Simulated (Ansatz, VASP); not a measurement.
# Sc: VASP beside Ansatz

```
Sc
1.0
     0.00000    2.61108    2.27050
     2.61108    0.00000    2.27050
     2.61108    2.61108    0.00000
Sc
1
Cartesian
  0.0000 0.0000 0.0000
```

Change from the starting cell: strain +0.1500 x Voigt [1, 1, 0, 0, 0, 0], atoms carried along.

Alike in both runs: task single point; functional LDA; k mesh 18 × 18 × 18; occupations gaussian, width 0.15 eV; no spin polarisation.

```csv
,VASP,Ansatz
version,VASP 6.6.1,Ansatz 0.2.0
potentials or method,"VASP PAW LDA potentials, release 64 (Sc_sv)","scalar-relativistic, plane waves, PAW"
plane-wave cutoff (eV),520,420
valence electrons in the cell,11,11
```

VASP gave:

| Property | Result |
| --- | --- |
| gap on the k mesh at the Fermi level (eV) | none |
| pressure (GPa) | -11.0 |
| largest component of the traceless stress (GPa) | 1.37 |

**Question.** Which values does Ansatz return?

**Answer.** gap on the k mesh at the Fermi level (eV): none; pressure (GPa): -11.0; largest component of the traceless stress (GPa): 1.36.

A gap of «none» marks a metal or a gap that the smearing closes.
